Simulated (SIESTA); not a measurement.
HgSe:

```
Hg Se
1.0
     0.00000    3.03900    3.03900
     3.03900    0.00000    3.03900
     3.03900    3.03900    0.00000
Hg Se
1 1
Cartesian
  0.0000 0.0000 0.0000
  4.5585 4.5585 4.5585
```

Base run:

| Item | Value |
| --- | --- |
| Program | SIESTA 5.4.2 |
| Functional | PBE |
| Potentials or basis | PseudoDojo 0.4 standard (PBE files) |
| Basis | DZP (energy shift 0.003 Ry; two zetas on semicore shells) |
| Grid cutoff | 800 Ry |
| Energy shift | 0.003 Ry |
| k mesh | 8 × 8 × 8 |
| Occupations | fermi-dirac, width 0.05 eV |
| Spin | no spin polarisation |

Its results: band gap on the k mesh none (metal or under the smearing width); pressure 5.7 GPa.

Question: The run is repeated on the same cell with these changes: functional from PBE to BLYP. What comes out?

Answer: Band gap on the k mesh none (metal or under the smearing width); pressure 9.1 GPa.

BLYP binds less tightly than PBE, so the same cell stands under more pressure.

Caveats: short orbitals over semicore shells can move pressures by several GPa; the valence orbitals were made in a potential fitted to the semicore shell under them, which widens gaps by tenths of an eV or more; spin-orbit coupling is left out, which moves the levels of the heavy elements; the basis of atomic orbitals isn't converged, which shifts pressures, moduli and gaps; the potentials were made for another functional, which shifts forces and pressure (some runs).
